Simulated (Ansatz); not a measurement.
A: CdSe (zinc blende), a = 6.082 Å, b = 6.082 Å, c = 6.082 Å, α = 90.00°, β = 90.00°, γ = 90.00°
B: LiBr (rock salt), a = b = c = 5.411 Å, α = β = γ = 90.00°
C: Mg$_{2}$Sn (antifluorite type, space group Fm-3m), a = 6.746 Å, b = 6.746 Å, c = 6.746 Å, α = 90.00°, β = 90.00°, γ = 90.00°
D: LaAlO3 (cubic perovskite), a = b = c = 3.772 Å, α = β = γ = 90.00°

Scan: energy over volume and axial ratio (atoms clamped). One method and one kind of scan serve all of them; meshes and ranges differ. All were relaxed with their symmetry unable to fall. At this level the bands of Mg2Sn touch or barely overlap; measurements give the solid a gap. LaAlO3 is run without spin polarisation. This is a high-temperature form of LaAlO3.

Question: Rank these by shear modulus C′ = (C11 − C12)/2 (fitted) (lowest first), as PBEsol (plane waves to 420 eV, PAW, scalar-relativistic; Ansatz, a quantum-chemistry and plane-wave program) gives it.

Answer: A (9 GPa), B (18 GPa), C (24 GPa), D (114 GPa)

(Under strain, the slope of the energy per volume gives the stress and its curvature an elastic modulus.)
